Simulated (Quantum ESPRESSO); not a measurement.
# Te under changes of volume

One of the cells (33.925 Å³/atom); the others are scaled copies at fixed shape and fractional positions:

```
Te
1.0
     4.45400    0.00000    0.00000
    -2.22700    3.85728    0.00000
     0.00000    0.00000    5.92400
Te
3
Direct
  0.73100 0.73100 0.00000
  0.00000 0.26900 0.66667
  0.26900 0.00000 0.33333
```

```yaml
Program: Quantum ESPRESSO 7.5
Functional: PBE
Potentials_or_basis: SSSP 1.3 efficiency PBE
Cutoff: 748 eV
Density_cutoff: 5987 eV
k_mesh: 7 × 7 × 5
Occupations: fermi-dirac, width 0.05 eV
Spin: no spin polarisation
```

| volume (Å³/atom) | energy over the lowest point (meV/atom) | pressure (GPa) | gap on the mesh (eV) | largest force (eV/Å) |
| --- | --- | --- | --- | --- |
| 31.890 | ? | ? | ? | ? |
| 32.568 | 25.43 | 3.7 | 0.61 | 0.482 |
| 33.247 | 12.21 | 2.5 | 0.61 | 0.357 |
| 33.925 | 3.91 | 1.4 | 0.62 | 0.240 |
| 34.604 | 0.00 | 0.4 | 0.63 | 0.131 |
| 35.282 | 0.02 | -0.4 | 0.63 | 0.030 |
| 35.961 | 3.56 | -1.2 | 0.63 | 0.065 |

What does the run at 31.890 Å³/atom give?

Energy over the lowest point 44.14 meV/atom; pressure 5.1 GPa; gap on the mesh 0.60 eV; largest force 0.618 eV/Å.

Worked out: A Birch-Murnaghan fit of order 3 (a polynomial in V^(-2/3)) to the other rows has its minimum at 34.94 Å³/atom with B0 = V·E''(V) = 45 GPa and B' = 4.7 at fixed shape and positions, which overstates the stiffness. It gives 44.12 meV/atom at 31.890 Å³/atom, against the run's 44.14, and -dE/dV = 5.1 GPa, against 5.1. A straight line through the other rows of the gap, of slope 0.246 eV per unit of ln V, extrapolates to 0.60 eV, against the run's 0.60.

Energies are extrapolated to zero smearing.

Caveats: spin-orbit coupling is left out, which moves the levels of the heavy elements; an odd mesh through Γ misses points on the zone boundary, where band edges often lie.
